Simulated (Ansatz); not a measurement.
The system is CuO (Tenorite).

```xyz
4
Lattice="2.3418 -1.7113 0.0000 2.3418 1.7113 0.0000 -0.8500 0.0000 5.0579" Properties=species:S:1:pos:R:3 pbc="T T T"
Cu    0.7459   -0.8557    2.5289
Cu    1.1709    0.8557    0.0000
O     1.7043    0.2793    3.7934
O     2.1293   -0.2793    1.2645
```

| Quantity | Value |
| --- | --- |
| Program | Ansatz 0.2.0 |
| Task | relaxation of cell and atoms |
| Functional | RPBE |
| Potentials or basis | Ansatz PAW |
| Cutoff | 420 eV (not typed: the program's choice for these potentials) |
| k mesh | 10 × 10 × 5 |
| Occupations | fermi-dirac, width 0.05 eV |
| Spin | no spin polarisation |

At the start: volume 10.13 Å³/atom.

Question: How do energy, volume and symmetry change on relaxing?

Answer: It ends after 22 steps and the volume is 11.61 Å³/atom (+14.6 %); space group P4_2/mmc (No. 131, to 0.05 Å).

Step by step:
| step | energy change (eV) | largest force (eV/Å) | volume (Å³) |
| --- | --- | --- | --- |
| 1 | 0.0000 | 0.1913 | 40.54 |
| 2 | -0.1171 | 0.2131 | 42.69 |
| 3 | -0.1719 | 0.1135 | 44.84 |
| 4 | -0.1829 | 0.0172 | 44.76 |
| 5 | -0.1895 | 0.0184 | 45.13 |
| 6 | -0.1910 | 0.0036 | 44.97 |
| 7 | -0.1910 | 0.0002 | 44.99 |
| 8 | -0.2505 | 0.0017 | 44.99 |
| 9 | -0.2765 | 0.0062 | 45.75 |
| 10 | -0.2837 | 0.0247 | 46.26 |
| 11 | -0.2848 | 0.0004 | 46.17 |
| 12 | -0.2847 | 0.0001 | 46.20 |
| 13 | -0.2996 | 0.0018 | 46.20 |
| 14 | -0.3036 | 0.0046 | 46.29 |
| 15 | -0.3039 | 0.0016 | 46.46 |
| 16 | -0.3041 | 0.0002 | 46.42 |
| 17 | -0.3061 | 0.0003 | 46.42 |
| 18 | -0.3064 | 0.0001 | 46.44 |
| 19 | -0.3064 | 0.0002 | 46.44 |
| 20 | -0.3067 | 0.0002 | 46.44 |
| 21 | -0.3067 | 0.0002 | 46.45 |
| 22 | -0.3067 | 0.0002 | 46.45 |

Final structure:
```
Cu O
1.0
     2.11013   -2.11325    0.16583
     2.11013    2.11325    0.16583
    -0.40776    0.00000    5.17584
Cu O
2 2
Direct
  0.50000 0.00000 0.50000
  0.00000 0.50000 0.00000
  0.49994 0.50006 0.75000
  0.50006 0.49994 0.25000
```

Caveat: the plane-wave basis is chosen anew once the cell has moved, so the energies of steps on either side of that aren't comparable; the pressure holds a Pulay correction of +0.6 GPa for the finite cutoff; the volume moved by +15 % from the deposited cell, more than functionals usually miss; the run has no spin polarisation, though such a crystal can be magnetic; the PAW data sets come from PBE, with cores solved anew for the run's functional, which leaves a small shift of forces and pressure.
